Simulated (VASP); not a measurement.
Wanted: the native input for a VASP 6.6.1 run.

```yaml
Task: single point
Functional: PBEsol
Potentials_or_basis: VASP PAW PBE potentials, release 64 (Zr_sv)
Cutoff: 700 eV
k_mesh: 16 × 16 × 16
Occupations: gaussian, width 0.1 eV
Spin: no spin polarisation
Further_INCAR_settings: ALGO = Normal; EDIFF = 1e-06
```

The structure of Zr lies in POSCAR:

```
Zr
1.0
   -1.7613000000      1.7613000000      1.7613000000
    1.7613000000     -1.7613000000      1.7613000000
    1.7613000000      1.7613000000     -1.7613000000
Zr
1
Direct
    0.0000000000      0.0000000000      0.0000000000
```

This isn't the form of Zr at room conditions, which is hcp.

These files were run (other wordings do the same):

INCAR

```
PREC = Accurate ; ENCUT = 700
EDIFF = 1E-6 ; ISMEAR = 0
SIGMA = 0.1 ; LREAL = F
LASPH = T ; NELM = 60
ALGO = Normal ; ISIF = 2
LWAVE = F ; LCHARG = F
GGA = PS
```

KPOINTS

```
Automatic mesh
0
Gamma
  16 16 16
```

Potentials or basis: VASP PAW PBE potentials, release 64 (Zr_sv).

Run with:

```console
$ cat potpaw_PBE.64/Zr_sv/POTCAR > POTCAR
$ mpirun -np 1 vasp_std > vasp.out
```

Results of the run:

The pressure is 0.0 GPa and the band gap on the k mesh is none (metal or under the smearing width).

Caveat: the PAW data sets were made with another functional, which shifts forces and pressure a little.

Run time: 18 s on 1 thread of Intel(R) Xeon(R) 6975P-C (Granite Rapids) (shared host), peak memory 0.19 GiB.
